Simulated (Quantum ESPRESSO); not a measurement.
**BN: zone-centre phonons and dielectric response under several settings**

```
N B
1.0
     2.55394    0.00000    0.00000
    -1.27697    2.21178    0.00000
     0.00000    0.00000    4.22685
N B
2 2
Direct
  0.33333 0.66667 0.12528
  0.66667 0.33333 0.62528
  0.33333 0.66667 0.49972
  0.66667 0.33333 0.99972
```

Measurements of this composition are mostly on another form, of space group No. 194.

All runs used Quantum ESPRESSO 7.5; potentials PseudoDojo 0.4.1 SR LDA standard; k mesh 8 × 8 × 4, shifted; no spin polarisation; cutoff 1143 eV; occupations smeared at first, fixed for the response.

| level | geometry | volume (Å³/atom) | pressure (GPa) | lowest optical mode without the field (cm⁻¹) | highest optical mode without the field (cm⁻¹) | highest mode with the field (cm⁻¹) | ε∞ (mean) | ε0 (mean) | Born charge of atom 1 (e) |
| --- | --- | --- | --- | --- | --- | --- | --- | --- | --- |
| LDA | relaxed at -3 GPa | ? | -3.0 | ? | ? | ? | ? | ? | ? |
| LDA | relaxed at 0 GPa | 5.76 | 0.0 | 478 | 1137 | 1285 | 4.53 | 6.6 | -1.85 |
| LDA | relaxed at 3 GPa | 5.72 | 3.0 | 478 | 1143 | 1295 | 4.52 | 6.6 | -1.85 |
| LDA | relaxed at 8 GPa | 5.65 | 8.0 | 479 | 1152 | 1310 | 4.51 | 6.5 | -1.84 |

Question: What stands in the row left open?

Answer: Volume 5.80 Å³/atom; lowest optical mode without the field 477 cm⁻¹; highest optical mode without the field 1132 cm⁻¹; highest mode with the field 1276 cm⁻¹; ε∞ 4.53; ε0 6.7; Born charge of atom 1 -1.85 e.

Caveats: the cell is more than 3 GPa from zero pressure, which shifts response properties (some runs).
